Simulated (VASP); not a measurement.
CaS, 2 atoms in the cell. Symmetry: Fm-3m, No. 225, cubic system. Conventional cell: a = 5.686 Å, b = 5.686 Å, c = 5.686 Å, α = 90.00°, β = 90.00°, γ = 90.00°. Ca (site symmetry m-3m) is surrounded by 6 S at 2.84 Å. S (site symmetry m-3m) has 6 Ca at 2.84 Å as nearest neighbours. 

| Property | Result |
| --- | --- |
| Program | VASP 6.6.1 |
| Task | relaxation of cell and atoms |
| Functional | PBE |
| Potentials or basis | VASP PAW PBE potentials, release 64 (Ca_sv, S) |
| Cutoff | 600 eV |
| k mesh | 8 × 8 × 8 |
| Occupations | gaussian, width 0.02 eV |
| Spin | no spin polarisation |
| Dipole correction | no |
| Further INCAR settings | ALGO = Normal; EDIFF = 1e-06; IBRION = 2; EDIFFG = -0.005; NSW = 100; ISIF = 3 |

Potentials or basis: VASP PAW PBE potentials, release 64 (Ca_sv, S).

Launch:

```sh
$ cat potpaw_PBE.64/Ca_sv/POTCAR potpaw_PBE.64/S/POTCAR > POTCAR
$ mpirun -np 1 vasp_std > vasp.out
```

Hardware: 1 thread of Intel(R) Xeon(R) Platinum 8259CL CPU @ 2.50GHz (Skylake/Cascade Lake) (shared host).

Q: How long does it take, and how much memory?

A: Run time: 28 s on 1 thread of Intel(R) Xeon(R) Platinum 8259CL CPU @ 2.50GHz (Skylake/Cascade Lake), with other jobs on the host, peak memory 0.19 GiB. Counts: scf iterations 28, k points 29, ion steps 3.
